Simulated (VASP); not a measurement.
# WS2 (Tungstenite) (P6_3/mmc) in VASP: notebook

One crystal, WS2 (Tungstenite), is run at these levels: LDA, PBE; tasks: band structure.

All numbers are computed with VASP 6.6.1; they aren't measurements. Logs are shortened: lines on timing, memory, paths and dates and some standing lists are left out, and cuts for length are marked.

### 1 Starting point

It takes space group P6_3/mmc (No. 194, hexagonal). Conventional cell: a = 3.180 Å, b = 3.180 Å, c = 12.500 Å, α = 90.00°, β = 90.00°, γ = 120.00°. Around W (site symmetry -6m2) lie 6 S at 2.41 Å. S (site symmetry 3m) is surrounded by 3 W at 2.41 Å.

### 2 Band structure, LDA

POSCAR

```
WS2
1.0
    3.1800000000      0.0000000000      0.0000000000
   -1.5900000000      2.7539607840      0.0000000000
    0.0000000000      0.0000000000     12.5000000000
W S
2 4
Direct
    0.6666666667      0.3333333333      0.7500000000
    0.3333333333      0.6666666667      0.2500000000
    0.6666666667      0.3333333333      0.3750000000
    0.3333333333      0.6666666667      0.8750000000
    0.6666666667      0.3333333333      0.1250000000
    0.3333333333      0.6666666667      0.6250000000
```

INCAR.step1

```
PREC = Accurate ; ENCUT = 520
EDIFF = 1E-7 ; ISMEAR = 0
SIGMA = 0.02 ; LREAL = F
LASPH = T ; NELM = 80
ALGO = Normal ; ISIF = 2
LWAVE = F ; LCHARG = T
LMAXMIX = 4 ; GGA = CA
KPAR = 2
```

KPOINTS.step1

```
regular mesh
0
Gamma
  10 10 4
```

INCAR.step2

```
PREC = Accurate ; ENCUT = 520
EDIFF = 1E-7 ; ISMEAR = 0
SIGMA = 0.05 ; LREAL = F
LASPH = T ; NELM = 80
ALGO = Normal ; ISIF = 2
LWAVE = F ; LCHARG = F
LMAXMIX = 4 ; GGA = CA
ICHARG = 11 ; KPAR = 2
```

KPOINTS.step2

```
path GMKGALHA,LM,KH
15
line-mode
reciprocal
 0.0000000000  0.0000000000  0.0000000000  G
 0.5000000000  0.0000000000  0.0000000000  M

 0.5000000000  0.0000000000  0.0000000000  M
 0.3333333333  0.3333333333  0.0000000000  K

 0.3333333333  0.3333333333  0.0000000000  K
 0.0000000000  0.0000000000  0.0000000000  G

 0.0000000000  0.0000000000  0.0000000000  G
 0.0000000000  0.0000000000  0.5000000000  A

 0.0000000000  0.0000000000  0.5000000000  A
 0.5000000000  0.0000000000  0.5000000000  L

 0.5000000000  0.0000000000  0.5000000000  L
 0.3333333333  0.3333333333  0.5000000000  H

 0.3333333333  0.3333333333  0.5000000000  H
 0.0000000000  0.0000000000  0.5000000000  A

 0.5000000000  0.0000000000  0.5000000000  L
 0.5000000000  0.0000000000  0.0000000000  M

 0.3333333333  0.3333333333  0.0000000000  K
 0.3333333333  0.3333333333  0.5000000000  H
```

Potentials or basis: VASP PAW LDA potentials, release 64 (W_sv, S).

On the command line:

```console
> cat potpaw_LDA.64/W_sv/POTCAR potpaw_LDA.64/S/POTCAR > POTCAR
> cp INCAR.step1 INCAR
> cp KPOINTS.step1 KPOINTS
> mpirun -np 2 vasp_std > vasp.out
> cp INCAR.step2 INCAR
> cp KPOINTS.step2 KPOINTS
> mpirun -np 2 vasp_std > vasp.out
```

OUTCAR:

```text
PREC = Accurate
   ENCUT = 520
   EDIFF = 1E-7
   ISMEAR = 0
   LREAL = F
   LASPH = T
   NELM = 80
   ISIF = 2
   GGA = CA
   ICHARG = 11

 ion  position               nearest neighbor table
   1  0.667  0.333  0.750-   4 2.41   6 2.41   4 2.41   6 2.41   4 2.41   6 2.41
   2  0.333  0.667  0.250-   3 2.41   5 2.41   3 2.41   5 2.41   3 2.41   5 2.41
   3  0.667  0.333  0.375-   2 2.41   2 2.41   2 2.41
   4  0.333  0.667  0.875-   1 2.41   1 2.41   1 2.41
   5  0.667  0.333  0.125-   2 2.41   2 2.41   2 2.41
   6  0.333  0.667  0.625-   1 2.41   1 2.41   1 2.41

  LATTYP: Found a hexagonal cell.
 ALAT       =     3.1800000000
 C/A-ratio  =     3.9308176101

  Lattice vectors:

 A1 = (   3.1800000000,   0.0000000000,   0.0000000000)
 A2 = (  -1.5900000000,   2.7539607840,   0.0000000000)
 A3 = (   0.0000000000,   0.0000000000,  12.5000000000)

Analysis of symmetry for initial positions (statically):
=====================================================================
 Subroutine PRICEL returns:
 Original cell was already a primitive cell.

 Routine SETGRP: Setting up the symmetry group for a
 hexagonal supercell.

 Subroutine GETGRP returns: Found 24 space group operations
 (whereof 12 operations were pure point group operations)
 out of a pool of 24 trial point group operations.

The static configuration has the point symmetry D_3d.
 The point group associated with its full space group is D_6h.

Analysis of symmetry for dynamics (positions and initial velocities):
=====================================================================
 Subroutine PRICEL returns:
 Original cell was already a primitive cell.

 Routine SETGRP: Setting up the symmetry group for a
 hexagonal supercell.

 Subroutine GETGRP returns: Found 24 space group operations
 (whereof 12 operations were pure point group operations)
 out of a pool of 24 trial point group operations.

The dynamic configuration has the point symmetry D_3d.
 The point group associated with its full space group is D_6h.

 Subroutine INISYM returns: Found 24 space group operations
 (whereof 12 operations are pure point group operations),
 and found     1 'primitive' translations

----------------------------------------------------------------------------------------

                                     Primitive cell

  volume of cell :     109.4699

  direct lattice vectors                    reciprocal lattice vectors
     3.180000000  0.000000000  0.000000000     0.314465409  0.181556688  0.000000000
[... 91 lines left out ...]
   IBRION =     -1    ionic relax: 0-MD 1-quasi-New 2-CG
   NFREE  =      0    steps in history (QN), initial steepest desc. (CG)
   ISIF   =      2    stress and relaxation
   ISYM   =      2    0-nonsym 1-usesym 2-fastsym
   POTIM  = 0.5000    time-step for ionic-motion
   TEBEG  =    0.0;   TEEND  =   0.0 temperature during run
   PSTRESS=    0.0 pullay stress
   NELECT =      52.0000    total number of electrons
   NUPDOWN=      -1.0000    fix difference up-down
   EMIN   =  10.00;   EMAX   =-10.00  energy-range for DOS
   EFERMI =   0.00;   METHOD = LEGACY
   ISMEAR =     0;   SIGMA  =   0.05  broadening in eV -4-tet -1-fermi 0-gaus
   EFERMI_NEDOS =   21; number of points for ismear=-14 and -15
   IALGO  =     38    algorithm
   IMIX   =      4    mixing-type and parameters
     AMIX     =   0.40;   BMIX     =  1.00
     AMIX_MAG =   1.60;   BMIX_MAG =  1.00
  volume/ion in A,a.u.               =      18.24       123.12
  Fermi-wavevector in a.u.,A,eV,Ry     =   1.277353  2.413847 22.199688  1.631631
  Thomas-Fermi vector in A             =   2.409958
   LORBIT       =      0    0 simple, 1 ext, 2 COOP (PROOUT), +10 PAW based schemes
   GGA     = CA    functional components
   LHFCALC =     F    Hartree Fock is set to
   AEXX    =    0.0000 exact exchange contribution
   IVDW    =     0    specifies the selected vdW correction
   LEPSILON=     F    determine dielectric tensor
   LRPA    =     F    only Hartree local field effects (RPA)
 non-spin polarized calculation
 Gauss-broadening in eV      SIGMA  =   0.05
  energy-cutoff  :      520.00
  volume of cell :      109.47
 maximum number of plane-waves:      2978
 NGX is ok and might be reduce to    24

 number of electron      52.0000006 magnetization

 Free energy of the ion-electron system (eV)
  ---------------------------------------------------
  ext. energy  EPLUGINS =         0.00000000
  ---------------------------------------------------
  free energy    TOTEN  =       -51.07012879 eV

  energy without entropy =      -51.07012879  energy(sigma->0) =      -51.07012879

 E-fermi :   7.3327     XC(G=0): -11.0763

 val. band max:        6.9667023313   @ k =   0.0000   0.0000   0.0000
 cond. band min:       7.9449773301   @ k =   0.1667   0.1667   0.0000
 fundamental gap:      0.9782749988
 Fermi energy:         7.3326584120

 k-point     1 :       0.0000    0.0000    0.0000
  band No.  band energies     occupation
      1     -67.2230      2.00000
      2     -67.2230      2.00000
      3     -31.7328      2.00000
      4     -31.7327      2.00000
      5     -31.5703      2.00000
      6     -31.5703      2.00000
[... 805 lines left out ...]
     30       9.8581      0.00000
     31       9.9010      0.00000

 [... further k-points ...]

------------------------ aborting loop because EDIFF is reached ----------------------------------------

  FORCE on cell =-STRESS in cart. coord.  units (eV):
  Direction    XX          YY          ZZ          XY          YZ          ZX
  --------------------------------------------------------------------------------------
  -------------------------------------------------------------------------------------
  Total       -1.3658575     -1.3658575      5.2607937      0.0000000      0.0000000      0.0000000
  in kB      -19.9903822    -19.9903822     76.9957878      0.0000000      0.0000000      0.0000000
  external PRESSURE =      12.3383411 kB  Pullay stress =       0.0000000 kB

 VOLUME and BASIS-vectors are now :
 -----------------------------------------------------------------------------
  energy-cutoff  :      520.00
  volume of cell :      109.47
      direct lattice vectors                 reciprocal lattice vectors
     3.180000000  0.000000000  0.000000000     0.314465409  0.181556688  0.000000000
    -1.590000000  2.753960784  0.000000000     0.000000000  0.363113377  0.000000000
     0.000000000  0.000000000 12.500000000     0.000000000  0.000000000  0.080000000

 POSITION                                       TOTAL-FORCE (eV/Angst)
 -----------------------------------------------------------------------------------
      1.59000      0.91799      9.37500         0.000000     -0.000000      0.000000
     -0.00000      1.83597      3.12500        -0.000000      0.000000      0.000000
      1.59000      0.91799      4.68750         0.000000     -0.000000     -0.229007
     -0.00000      1.83597     10.93750         0.000000      0.000000     -0.229007
      1.59000      0.91799      1.56250         0.000000     -0.000000      0.229007
     -0.00000      1.83597      7.81250         0.000000      0.000000      0.229007
 -----------------------------------------------------------------------------------
    total drift:                               -0.000000      0.000000     -0.000000

  FREE ENERGIE OF THE ION-ELECTRON SYSTEM (eV)
  ---------------------------------------------------
  free  energy   TOTEN  =       -51.0701287937 eV

  energy  without entropy=      -51.0701287937  energy(sigma->0) =      -51.07012879
```

OUTCAR.step1:

```text
PREC = Accurate
   ENCUT = 520
   EDIFF = 1E-7
   ISMEAR = 0
   LREAL = F
[... 1057 lines left out ...]
      1.59000      0.91799      4.68750        -0.000000     -0.000000     -0.312395
     -0.00000      1.83597     10.93750         0.000000      0.000000     -0.312395
      1.59000      0.91799      1.56250        -0.000000     -0.000000      0.312395
     -0.00000      1.83597      7.81250         0.000000      0.000000      0.312395
 -----------------------------------------------------------------------------------
    total drift:                               -0.000000      0.000000     -0.000000

  FREE ENERGIE OF THE ION-ELECTRON SYSTEM (eV)
  ---------------------------------------------------
  free  energy   TOTEN  =       -52.4519116946 eV

  energy  without entropy=      -52.4519116946  energy(sigma->0) =      -52.45191169
```

Run time: 3.3 min. Hardware: 2 MPI ranks of Intel Xeon Platinum 8375C at 2.90GHz (Ice Lake), shared host; peak memory 0.42 GiB.

What came out:

```
Band gap on the k mesh  : 1.05 eV, indirect (least direct gap 2.07 eV)
Band gap along the path : 0.98 eV, indirect (least direct gap 1.73 eV)
```

Levels at the corners of the path, in eV from the valence-band top:
```csv
point,band 24,band 25,band 26,band 27,band 28,band 29
Γ,-1.52,-1.14,0.00,2.24,2.24,2.26
M,-1.80,-1.65,-1.49,2.16,2.19,2.50
M,-1.80,-1.65,-1.49,2.16,2.19,2.50
K,-2.87,-0.76,-0.58,1.14,1.14,2.08
K,-2.87,-0.76,-0.58,1.14,1.14,2.08
Γ,-1.52,-1.14,0.00,2.23,2.24,2.24
Γ,-1.52,-1.14,0.00,2.24,2.24,2.24
A,-2.27,-0.31,-0.31,2.23,2.23,2.24
A,-2.27,-0.31,-0.31,2.23,2.23,2.24
L,-1.88,-1.56,-1.56,2.17,2.17,2.64
L,-1.88,-1.56,-1.56,2.17,2.17,2.64
H,-3.01,-0.68,-0.68,1.15,1.15,2.57
H,-3.01,-0.68,-0.68,1.15,1.15,2.57
A,-2.27,-0.31,-0.31,2.23,2.23,2.23
L,-1.88,-1.56,-1.56,2.17,2.17,2.64
M,-1.80,-1.65,-1.49,2.16,2.19,2.50
K,-2.87,-0.76,-0.58,1.14,1.14,2.08
H,-3.01,-0.68,-0.68,1.15,1.15,2.57
```

Caveat: the log is that of the step along the path at fixed density, whose energy, stress, charges and moments have no meaning; spin-orbit coupling is left out, which moves the levels of the heavy elements.

### 3 Band structure, PBE

POSCAR is that of step 2.

INCAR.step1, as its differences from that of step 2:

```diff
@@ -6,3 +6,3 @@
 LWAVE = F ; LCHARG = T
-LMAXMIX = 4 ; GGA = CA
+LMAXMIX = 4 ; GGA = PE
 KPAR = 2
```

KPOINTS.step1 is that of step 2.

INCAR.step2, as its differences from that of step 2:

```diff
@@ -6,3 +6,3 @@
 LWAVE = F ; LCHARG = F
-LMAXMIX = 4 ; GGA = CA
+LMAXMIX = 4 ; GGA = PE
 ICHARG = 11 ; KPAR = 2
```

KPOINTS.step2 is that of step 2.

Potentials or basis: VASP PAW PBE potentials, release 64 (W_sv, S).

On the command line:

```console
> cat potpaw_PBE.64/W_sv/POTCAR potpaw_PBE.64/S/POTCAR > POTCAR
> cp INCAR.step1 INCAR
> cp KPOINTS.step1 KPOINTS
> mpirun -np 2 vasp_std > vasp.out
> cp INCAR.step2 INCAR
> cp KPOINTS.step2 KPOINTS
> mpirun -np 2 vasp_std > vasp.out
```

It took 3.2 min on 2 MPI ranks of Intel Xeon Platinum 8375C at 2.90GHz (Ice Lake), shared host; peak memory 0.46 GiB.

It converged, with:

```
Band gap on the k mesh  : 1.14 eV, indirect (least direct gap 2.09 eV)
Band gap along the path : 1.06 eV, indirect (least direct gap 1.74 eV)
```

Levels at the corners of the path, in eV from the valence-band top:
```csv
point,band 23,band 24,band 25,band 26,band 27,band 28,band 29,band 30
Γ,-2.25,-1.57,-1.08,0.00,2.26,2.26,2.28,2.33
M,-2.01,-1.85,-1.66,-1.50,2.22,2.25,2.57,2.79
M,-2.01,-1.85,-1.66,-1.50,2.22,2.25,2.57,2.79
K,-2.92,-2.92,-0.72,-0.55,1.19,1.19,2.20,3.28
K,-2.92,-2.92,-0.72,-0.55,1.19,1.19,2.20,3.28
Γ,-2.25,-1.57,-1.08,0.00,2.26,2.26,2.27,2.27
Γ,-2.25,-1.57,-1.08,0.00,2.26,2.26,2.27,2.28
A,-2.27,-2.27,-0.30,-0.30,2.25,2.26,2.27,2.31
A,-2.27,-2.27,-0.30,-0.30,2.25,2.25,2.26,2.28
L,-1.93,-1.93,-1.57,-1.57,2.23,2.23,2.70,2.70
L,-1.93,-1.93,-1.57,-1.57,2.23,2.23,2.70,2.70
H,-3.05,-3.05,-0.64,-0.64,1.19,1.19,2.67,2.67
H,-3.05,-3.05,-0.64,-0.64,1.19,1.19,2.67,2.67
A,-2.27,-2.27,-0.30,-0.30,2.25,2.25,2.26,2.27
L,-1.93,-1.93,-1.57,-1.57,2.23,2.23,2.70,2.70
M,-2.01,-1.85,-1.66,-1.50,2.22,2.25,2.57,2.79
K,-2.92,-2.92,-0.72,-0.55,1.19,1.19,2.20,3.29
H,-3.05,-3.05,-0.64,-0.64,1.19,1.19,2.67,2.67
```

Caveat: the log is that of the step along the path at fixed density, whose energy, stress, charges and moments have no meaning; spin-orbit coupling is left out, which moves the levels of the heavy elements; this functional lacks dispersion, which binds the layers, so the pressure and a relaxed spacing across them are unreliable.
